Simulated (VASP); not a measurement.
Set up this calculation in VASP 6.6.1, as the native input.

```
Task                   : relaxation of cell and atoms
Functional             : PBE
Dispersion             : D3(BJ)
Potentials or basis    : VASP PAW PBE potentials, release 64 (Mo_sv)
Cutoff                 : 520 eV
k mesh                 : 18 × 18 × 18
Occupations            : gaussian, width 0.1 eV
Spin                   : no spin polarisation
Further INCAR settings : ALGO = Normal; EDIFF = 1e-07; IBRION = 2; EDIFFG = -0.002; NSW = 80; ISIF = 3
```

The structure of Mo lies in POSCAR:

```
Mo                                      
1.0
   -1.5661809977      1.5661809977      1.5661809977
    1.5661809977     -1.5661809977      1.5661809977
    1.5661809977      1.5661809977     -1.5661809977
  Mo            
     1
Direct
     0.0000000000000000    0.0000000000000000    1.0000000000000000
```

One way to write it, as run:

INCAR

```
SYSTEM = Mo
ALGO = Normal ; EDIFF = 1E-7
EDIFFG = -0.002 ; ENCUT = 520
GGA = PE ; IBRION = 2
ISIF = 3 ; ISMEAR = 0
IVDW = 12 ; LASPH = .TRUE.
LCHARG = .FALSE. ; LREAL = .FALSE.
LWAVE = .FALSE. ; NELM = 100
NSW = 80 ; PREC = Accurate
SIGMA = 0.1
```

KPOINTS

```
k-points
0
G
  18 18 18
  0 0 0
```

Potentials or basis: VASP PAW PBE potentials, release 64 (Mo_sv).

Command:

```console
$ cat potpaw_PBE.64/Mo_sv/POTCAR > POTCAR
$ mpirun -np 1 vasp_std > vasp.out
```

Results of the run:

```
Pressure after relaxing    : 0.0 GPa
Band gap on the k mesh     : none (metal or under the smearing width)
Dispersion energy per atom : -0.727 eV
```

Caveat: the relaxation stopped at its first step, so nothing moved; pairwise dispersion overbinds metals, which lowers pressure and volume.

Wall time 20 s on 1 thread of AMD EPYC 7R13 Processor (Zen 3), on a shared host, peak memory 0.13 GiB.
